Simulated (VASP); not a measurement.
# SrO (Immm) in VASP: single point with PBE

Aim: the single point of SrO with PBE.

Everything below comes from runs of VASP 6.6.1. Logs are shortened: lines on timing, memory, paths and dates and some standing lists are left out, and cuts for length are marked.

## Step 1: The cell of the first run

Symmetry: Immm, No. 71, orthorhombic system. Conventional cell: a = 3.609 Å, b = 3.738 Å, c = 5.195 Å, α = 90.00°, β = 90.00°, γ = 90.00°. Around Sr (site symmetry mmm) lie 6 O at 2.60 Å. Around O (site symmetry mmm) lie 6 Sr at 2.60 Å.

## Step 2: Single point, PBE (strain +0.0350 x Voigt [0, 0, 0, 0, 0, 1], atoms carried along)

The input, INCAR:

```
SYSTEM = SrO
  PREC = Accurate
  ENCUT = 520
  EDIFF = 1E-6
  ISMEAR = 0
  SIGMA = 0.05
  LREAL = .False.
  LASPH = .True.
  NELM = 60
  ALGO = Normal
  ISIF = 2
  LWAVE = .False.
  LCHARG = .False.
  GGA = PE
  NBANDS = 15
```

The input, KPOINTS:

```
Automatic mesh
0
Gamma
  8 8 8
  0 0 0
```

The input, POSCAR:

```
SrO
1.0
    0.0454543558      2.5973917585      2.5973917585
    2.5973917585      0.0454543558      2.5973917585
    2.6428461143      2.6428461143      0.0000000000
Sr O
1 1
Direct
    0.0000000000      0.0000000000      0.0000000000
    0.5000000000      0.5000000000      0.5000000000
```

Potentials or basis: VASP PAW PBE potentials, release 64 (Sr_sv, O).

The run is started by

```
$ cat potpaw_PBE.64/Sr_sv/POTCAR potpaw_PBE.64/O/POTCAR > POTCAR
$ mpirun -np 1 vasp_std > vasp.out
```

OUTCAR:

```text
SYSTEM = SrO
   PREC = Accurate
   ENCUT = 520
   EDIFF = 1E-6
   ISMEAR = 0
   LREAL = .False.
   LASPH = .True.
   NELM = 60
   ISIF = 2
   GGA = PE

 ion  position               nearest neighbor table
   1  0.000  0.000  0.000-   2 2.60   2 2.60   2 2.60   2 2.60   2 2.60   2 2.60
   2  0.500  0.500  0.500-   1 2.60   1 2.60   1 2.60   1 2.60   1 2.60   1 2.60

  LATTYP: Found a body centered orthorhombic cell.
 ALAT       =     3.6089844852
 B/A-ratio  =     1.0356234097
 C/A-ratio  =     1.4394031169

  Lattice vectors:

 A1 = (   2.5973917585,   0.0454543558,  -2.5973917585)
 A2 = (  -2.5973917585,  -0.0454543558,  -2.5973917585)
 A3 = (   0.0454543558,   2.5973917585,   2.5973917585)

Analysis of symmetry for initial positions (statically):
=====================================================================
 Subroutine PRICEL returns:
 Original cell was already a primitive cell.

 Routine SETGRP: Setting up the symmetry group for a
 body centered orthorhombic supercell.

 Subroutine GETGRP returns: Found  8 space group operations
 (whereof  8 operations were pure point group operations)
 out of a pool of  8 trial point group operations.

The static configuration has the point symmetry D_2h.

Analysis of symmetry for dynamics (positions and initial velocities):
=====================================================================
 Subroutine PRICEL returns:
 Original cell was already a primitive cell.

 Routine SETGRP: Setting up the symmetry group for a
 body centered orthorhombic supercell.

 Subroutine GETGRP returns: Found  8 space group operations
 (whereof  8 operations were pure point group operations)
 out of a pool of  8 trial point group operations.

The dynamic configuration has the point symmetry D_2h.

 Subroutine INISYM returns: Found  8 space group operations
 (whereof  8 operations are pure point group operations),
 and found     1 'primitive' translations

----------------------------------------------------------------------------------------

                                     Primitive cell

  volume of cell :      35.0356

  direct lattice vectors                    reciprocal lattice vectors
     0.045454356  2.597391759  2.597391759    -0.195929571  0.195929571  0.192500803
     2.597391759  0.045454356  2.597391759     0.195929571 -0.195929571  0.192500803
     2.642846114  2.642846114  0.000000000     0.189189979  0.189189979 -0.192500803

  length of vectors
     3.673547875  3.673547875  3.737548818     0.337391987  0.337391987  0.329609246

  position of ions in fractional coordinates (direct lattice)
     0.000000000  0.000000000  0.000000000
     0.500000000  0.500000000  0.500000000

  ion indices of the primitive-cell ions
   primitive index   ion index
                 1           1
                 2           2

----------------------------------------------------------------------------------------

 KPOINTS: Automatic mesh

Automatic generation of k-mesh.
 Grid dimensions read from file:
 generate k-points for:    8    8    8

 Generating k-lattice:

  Cartesian coordinates                     Fractional coordinates (reciprocal lattice)
    -0.024491196  0.024491196  0.024062600     0.125000000  0.000000000  0.000000000
     0.024491196 -0.024491196  0.024062600     0.000000000  0.125000000  0.000000000
     0.023648747  0.023648747 -0.024062600     0.000000000  0.000000000  0.125000000

  Length of vectors
     0.042173998  0.042173998  0.041201156

  Shift w.r.t. Gamma in fractional coordinates (k-lattice)
     0.000000000  0.000000000  0.000000000

 Subroutine IBZKPT returns following result:
 ===========================================

 Found     95 irreducible k-points:

 Following reciprocal coordinates:
            Coordinates               Weight
  0.000000  0.000000  0.000000      1.000000
  0.125000 -0.000000  0.000000      4.000000
  0.250000 -0.000000  0.000000      4.000000
  0.375000 -0.000000  0.000000      4.000000
  0.500000 -0.000000  0.000000      2.000000
  0.125000  0.125000  0.000000      2.000000
[... 16 lines left out ...]
  0.125000 -0.000000  0.125000      4.000000
  0.250000 -0.000000  0.125000      8.000000
 [... further k-points ...]
   k-points           NKPTS =     95   k-points in BZ     NKDIM =     95   number of bands    NBANDS=     15
   number of dos      NEDOS =    301   number of ions     NIONS =      2
   total plane-waves  NPLWV =  21952
   dimension x,y,z NGX =    28 NGY =   28 NGZ =   28
   dimension x,y,z NGXF=    56 NGYF=   56 NGZF=   56
   ions per type =               1   1
   NGX,Y,Z   is equivalent  to a cutoff of  12.67, 12.67, 12.45 a.u.
   NGXF,Y,Z  is equivalent  to a cutoff of  25.34, 25.34, 24.91 a.u.
 SYSTEM =  SrO
   PREC   = accura    normal or accurate (medium, high low for compatibility)
   ISTART =      0    job   : 0-new  1-cont  2-samecut
   ICHARG =      2    charge: 1-file 2-atom 10-const
   ISPIN  =      1    spin polarized calculation?
   LNONCOLLINEAR =      F non collinear calculations
   LSORBIT =      F    spin-orbit coupling
   LASPH  =      T    aspherical Exc in radial PAW
   ENCUT  =  520.0 eV  38.22 Ry    6.18 a.u.   6.83  6.83  6.95*2*pi/ulx,y,z
   NELM   =     60;   NELMIN=  2; NELMDL= -5     # of ELM steps
   EDIFF  = 0.1E-05   stopping-criterion for ELM
   LREAL  =      F    real-space projection
   EDIFFG = 0.1E-04   stopping-criterion for IOM
   NSW    =      0    number of steps for IOM
   IBRION =     -1    ionic relax: 0-MD 1-quasi-New 2-CG
   NFREE  =      0    steps in history (QN), initial steepest desc. (CG)
   ISIF   =      2    stress and relaxation
   ISYM   =      2    0-nonsym 1-usesym 2-fastsym
   POTIM  = 0.5000    time-step for ionic-motion
   TEBEG  =    0.0;   TEEND  =   0.0 temperature during run
   PSTRESS=    0.0 pullay stress
   NELECT =      16.0000    total number of electrons
   NUPDOWN=      -1.0000    fix difference up-down
   EMIN   =  10.00;   EMAX   =-10.00  energy-range for DOS
   EFERMI =   0.00;   METHOD = LEGACY
   ISMEAR =     0;   SIGMA  =   0.05  broadening in eV -4-tet -1-fermi 0-gaus
   EFERMI_NEDOS =   21; number of points for ismear=-14 and -15
   IALGO  =     38    algorithm
   IMIX   =      4    mixing-type and parameters
     AMIX     =   0.40;   BMIX     =  1.00
     AMIX_MAG =   1.60;   BMIX_MAG =  1.00
  volume/ion in A,a.u.               =      17.52       118.22
  Fermi-wavevector in a.u.,A,eV,Ry     =   1.260700  2.382377 21.624612  1.589364
  Thomas-Fermi vector in A             =   2.394196
   LORBIT       =      0    0 simple, 1 ext, 2 COOP (PROOUT), +10 PAW based schemes
   GGA     = PE    functional components
   LHFCALC =     F    Hartree Fock is set to
   AEXX    =    0.0000 exact exchange contribution
   IVDW    =     0    specifies the selected vdW correction
   LEPSILON=     F    determine dielectric tensor
   LRPA    =     F    only Hartree local field effects (RPA)
 non-spin polarized calculation
 Gauss-broadening in eV      SIGMA  =   0.05
  energy-cutoff  :      520.00
  volume of cell :       35.04
 maximum number of plane-waves:       958
   NGX = 13   NGY = 13   NGZ = 13

 number of electron      16.0000000 magnetization

 Free energy of the ion-electron system (eV)
  ---------------------------------------------------
  ext. energy  EPLUGINS =         0.00000000
  ---------------------------------------------------
  free energy    TOTEN  =       -12.04734676 eV

  energy without entropy =      -12.04734676  energy(sigma->0) =      -12.04734676

 E-fermi :   1.8995     XC(G=0):  -9.8847

 val. band max:        1.5671904485   @ k =   0.0000   0.0000   0.0000
 cond. band min:       4.7996050699   @ k =   0.5000   0.5000   0.0000
 fundamental gap:      3.2324146215
 Fermi energy:         1.8994861015

 k-point     1 :       0.0000    0.0000    0.0000
  band No.  band energies     occupation
      1     -30.9805      2.00000
      2     -13.5268      2.00000
      3     -12.6533      2.00000
      4     -12.6482      2.00000
      5     -12.6397      2.00000
      6       1.4903      2.00000
      7       1.5241      2.00000
      8       1.5672      2.00000
      9       5.2851      0.00000
     10       7.4574      0.00000
     11       7.6572      0.00000
     12       7.8775      0.00000
     13       9.7738      0.00000
     14       9.7759      0.00000
     15      14.0907      0.00000

 k-point     2 :       0.1250   -0.0000    0.0000
  band No.  band energies     occupation
      1     -30.9620      2.00000
      2     -13.8948      2.00000
      3     -12.6640      2.00000
      4     -12.6601      2.00000
      5     -12.3228      2.00000
      6       1.1033      2.00000
      7       1.2918      2.00000
      8       1.3518      2.00000
      9       5.9848      0.00000
     10       7.5987      0.00000
     11       7.7631      0.00000
     12       8.0532      0.00000
     13      10.1589      0.00000
     14      10.1594      0.00000
     15      15.1214      0.00000

 k-point     3 :       0.2500   -0.0000    0.0000
  band No.  band energies     occupation
      1     -30.9170      2.00000
      2     -14.4450      2.00000
      3     -12.6956      2.00000
      4     -12.6894      2.00000
      5     -11.8900      2.00000
      6       0.2928      2.00000
      7       0.8627      2.00000
      8       0.9454      2.00000
      9       7.4490      0.00000
     10       7.5402      0.00000
     11       8.5944      0.00000
     12       8.9040      0.00000
     13      11.1156      0.00000
     14      11.1212      0.00000
     15      17.1093      0.00000

 k-point     4 :       0.3750   -0.0000    0.0000
  band No.  band energies     occupation
      1     -30.8713      2.00000
      2     -14.8511      2.00000
      3     -12.7305      2.00000
      4     -12.7144      2.00000
      5     -11.6016      2.00000
      6      -0.3481      2.00000
      7       0.4865      2.00000
      8       0.5894      2.00000
      9       7.7514      0.00000
     10       9.0435      0.00000
     11       9.6134      0.00000
     12       9.9490      0.00000
     13      12.3064      0.00000
     14      12.3379      0.00000
     15      16.7643      0.00000
[... 307 lines left out ...]
 k-point    22 :       0.0000    0.0000    0.1250
  band No.  band energies     occupation
      1     -30.9641      2.00000
      2     -13.9062      2.00000
      3     -12.6583      2.00000
      4     -12.6515      2.00000
      5     -12.3114      2.00000
      6       1.0598      2.00000
      7       1.3278      2.00000
      8       1.3937      2.00000
      9       5.9570      0.00000
     10       7.4195      0.00000
     11       7.8768      0.00000
     12       8.1619      0.00000
     13      10.1574      0.00000
     14      10.1603      0.00000
     15      14.9879      0.00000

 k-point    23 :       0.1250   -0.0000    0.1250
  band No.  band energies     occupation
      1     -30.9573      2.00000
      2     -13.9335      2.00000
      3     -12.6973      2.00000
      4     -12.6967      2.00000
      5     -12.2491      2.00000
      6       0.7935      2.00000
      7       1.4547      2.00000
      8       1.4599      2.00000
      9       6.0438      0.00000
     10       6.9923      0.00000
     11       8.2857      0.00000
     12       8.3081      0.00000
     13       9.9800      0.00000
     14      10.5412      0.00000
     15      15.3489      0.00000

 k-point    24 :       0.2500   -0.0000    0.1250
  band No.  band energies     occupation
      1     -30.9208      2.00000
      2     -14.2938      2.00000
      3     -12.7488      2.00000
      4     -12.7182      2.00000
      5     -12.0110      2.00000
      6       0.3014      2.00000
      7       1.1285      2.00000
      8       1.2445      2.00000
      9       6.7127      0.00000
     10       7.0888      0.00000
     11       8.8953      0.00000
     12       9.1683      0.00000
     13      10.5433      0.00000
     14      11.3279      0.00000
     15      17.1130      0.00000

 [... further k-points ...]

------------------------ aborting loop because EDIFF is reached ----------------------------------------

  FORCE on cell =-STRESS in cart. coord.  units (eV):
  Direction    XX          YY          ZZ          XY          YZ          ZX
  --------------------------------------------------------------------------------------
  -------------------------------------------------------------------------------------
  Total        0.1175574      0.1175574      0.0989971     -0.4161521      0.0000000      0.0000000
  in kB        5.3759016      5.3759016      4.5271378    -19.0306384      0.0000000      0.0000000
  external PRESSURE =       5.0929804 kB  Pullay stress =       0.0000000 kB

 VOLUME and BASIS-vectors are now :
 -----------------------------------------------------------------------------
  energy-cutoff  :      520.00
  volume of cell :       35.04
      direct lattice vectors                 reciprocal lattice vectors
     0.045454356  2.597391759  2.597391759    -0.195929571  0.195929571  0.192500803
     2.597391759  0.045454356  2.597391759     0.195929571 -0.195929571  0.192500803
     2.642846114  2.642846114  0.000000000     0.189189979  0.189189979 -0.192500803

 POSITION                                       TOTAL-FORCE (eV/Angst)
 -----------------------------------------------------------------------------------
      0.00000      0.00000      0.00000         0.000000     -0.000000      0.000000
      2.64285      2.64285      2.59739         0.000000      0.000000      0.000000
 -----------------------------------------------------------------------------------
    total drift:                                0.000000      0.000000      0.000000

  FREE ENERGIE OF THE ION-ELECTRON SYSTEM (eV)
  ---------------------------------------------------
  free  energy   TOTEN  =       -12.0473467614 eV

  energy  without entropy=      -12.0473467614  energy(sigma->0) =      -12.04734676
```

Wall time 27 s (1 thread of AMD EPYC 9R45 (Zen 5), shared host); peak memory 0.16 GiB.

What came out:

```
Free energy            : -12.0473 eV
Pressure               : 0.5 GPa
Band gap on the k mesh : 3.23 eV, indirect (least direct gap 3.33 eV)
```

Levels at points of the mesh, in eV from the valence-band top:
| k point | band 5 | band 6 | band 7 | band 8 | band 9 | band 10 | band 11 | band 12 |
| --- | --- | --- | --- | --- | --- | --- | --- | --- |
| (0.00, 0.00, 0.00) | -14.21 | -0.08 | -0.04 | 0.00 | 3.72 | 5.89 | 6.09 | 6.31 |
| (0.50, 0.00, 0.00) | -13.07 | -2.15 | -1.22 | -1.11 | 6.40 | 8.20 | 8.54 | 8.88 |
| (0.50, 0.50, 0.00) | -14.52 | -0.53 | -0.19 | -0.10 | 3.23 | 7.53 | 9.93 | 10.07 |
| (0.00, 0.00, 0.50) | -13.00 | -2.16 | -1.13 | -1.01 | 6.31 | 8.15 | 8.40 | 8.72 |
| (0.50, 0.00, 0.50) | -14.54 | -0.53 | -0.15 | -0.15 | 3.23 | 7.51 | 9.90 | 10.08 |

A k mesh can miss the band edges.
